**Q:** For layered SnSe₂, PBE in the minimal basis "sz-orbitals" gives almost the same gap as r2SCAN, 0.64 against 0.58 eV. May I use it as a cheap substitute?

Layered SnSe₂ (R-3m, 3 atoms per cell) by semi-empirical, tight-binding and density-functional methods, without spin polarisation or spin–orbit coupling. Gaps and times are for single points on the cell relaxed with r2SCAN+rVV10; k meshes differ between runs. Volumes come from each method's own relaxation or energy curve, bulk moduli are for a fixed cell shape.

```tsv
name	kind	band gap (eV)	volume per atom (Å³)	bulk modulus (GPa)	atoms computed	rough processor time, order of size (s)
PBE coarse-settings	low cutoff and mesh	0.294	n/a	n/a	3	1
PM7	semi-empirical	4.308	25.467	86.10	81	3
PM6	semi-empirical	4.150	n/a	n/a	81	3
GFN1-xTB tblite	tight binding	1.384	24.520	66.20	81	3
PBE sz-orbitals	small basis	0.638	n/a	n/a	3	6
PBE	semilocal	0.304	n/a	n/a	3	7
PBE SZV	small basis	0.800	n/a	n/a	3	10
GFN2-xTB tblite	tight binding	0.504	27.029	22.90	81	20
r2SCAN	semilocal	0.576	n/a	n/a	3	20
PBE DZVP	small basis	0.276	28.552	54.80	3	20
GLLB-SC	model potential	0.911	n/a	n/a	3	60
```

**A:** No. A minimal basis can shift a gap by a few tenths of an eV, as much as a change of functional does. To see this, keep the functional and compare bases. PBE in plane waves gives 0.30 eV, so the small-basis run lies 0.33 eV higher. That run also differs from the coarse plane-wave run in its atomic datasets (26 electrons against 46) and k mesh, but SZV lies 0.52 eV above DZVP while DZVP stays close to plane waves, so the basis is the likely cause. The match with r2SCAN comes from an error that happens to point the right way.

**Q:** Why does a small basis widen the gap here?

**A:** Its orbitals are built for single atoms. They usually describe the filled states better than the empty antibonding ones, which need more freedom to deform, so a likely reading is a conduction edge that lies too high. This is no rule: a minimal basis also changes the charge density, which moves both edges, and the error isn't expected to have the same sign in every compound. From its top to the point F, where the conduction edge lies, the valence band drops by about 0.25 eV both in the small basis and in the coarse plane-wave run. The drop between these two points is thus kept, while the distance to the conduction edge grows. The extra gap is therefore a shift of one band against the other, and this doesn't tell which edge has moved. The richer DZVP basis brings the gap back to within 0.03 eV of plane waves.

**Q:** PM6 and PM7 agree to within 0.2 eV. Doesn't that speak for their 4 eV?

**A:** They share the same approximation, so they can agree and both be wrong. Their gap is about 14 times that of PBE. In Hartree–Fock theory an added electron meets the others as if they were frozen, whereas in a crystal they polarise around it and lower its energy. Leaving out this screening is expected to make the orbital gap far too wide; how much the fitted parameters and the few k points of the cluster add isn't separated here. PBE errs the other way: its orbital gap lacks the jump in the exchange-correlation potential that belongs to adding an electron.

**Q:** GFN1 shrinks the crystal by 8%. Could that be a badly determined volume?

**A:** Test it against a second quantity, the pressure that GFN1 gives in the reference cell. This cell, relaxed with r2SCAN+rVV10, has V = 26.75 Å³ per atom. Call GFN1's own volume V₀ and its bulk modulus B, and let the modulus rise with pressure at a constant rate B′. Then −V dP/dV = B + B′P, and integrating from V₀, where the pressure is zero, gives

P = (B/B′)[(V₀/V)^B′ − 1].

With B′ = 4, a usual value for solids assumed here, not fitted,

P = (66.2/4)[(24.52/26.75)⁴ − 1] ≈ −4.9 GPa.

The run itself gives −5.0 GPa, where the minus sign means that the cell wants to shrink.

**Q:** That is very close.

**A:** Partly through the choice of B′: with B′ = 6 or a constant modulus it misses by 0.5 to 0.8 GPa. Nor is the pressure independent evidence. For scaling at fixed shape it is the slope of the same energy curve whose curvature gives the modulus, and it is the mean of the three stresses, even though the computed stress is stronger across the sheets than along them. The test checks consistency: volume and pressure tell one story, so the contraction isn't a badly determined volume. It belongs to GFN1 as run here, in a cluster with few k points. The method was fitted to molecules. Its balance of attraction and repulsion probably doesn't carry over to tin with six selenium neighbours, though nothing here tests that cause.

**Q:** Then I'd take GFN2, whose volume is within about 1% of the reference.

**A:** Look at its stiffness first. Moduli should be compared at one volume, and the same model does this by multiplying each by (V₀/V)⁴. GFN2 then has 24 GPa, while PM7, GFN1 and PBE in the DZVP basis lie between 47 and 71 GPa. The volume tells where the energy has its minimum, the modulus how sharply it curves there, and a good value for the first doesn't vouch for the second. The table holds no reference modulus, the reference volume is itself computed, and the three stiffer methods miss it by more, so GFN2 stands out but isn't proved wrong. PBE, for one, lacks the dispersion forces that help to hold the sheets together, which is expected to make its cell too large. That is probably not the whole cause, since the coarse PBE run pushes outward more strongly along the sheets (3.9 GPa) than across them (2.8 GPa). All these moduli are for a fixed cell shape, which forces the stiff sheets to shrink in step with the soft spacing between them. They should therefore lie above the modulus that a crystal free to change its shape would show under even pressure. What makes GFN2 so soft remains open.

**Q:** Its gap of 0.50 eV looks sensible, at least.

**A:** That is weak evidence too, because the cluster methods see few k points. The coarse PBE run shows the danger: its regular mesh alone gives 0.41 eV, but adding the point where the valence band peaks lowers the gap to 0.29 eV. For given bands, leaving out k points can raise the gap but never lower it. The zone centre of the 81-atom cluster includes neither F nor PBE's valence top. A cluster gap is therefore best read as a rough upper bound for its own method, rough because the cluster's bands themselves also rest on few k points.

**Q:** What should I do before relying on a cheap gap?

**A:** Repeat the gap with the same functional in a larger basis and with k points at both band edges. That removes the two main numerical errors seen here. The error of the functional and the missing spin-orbit coupling then remain to be judged.
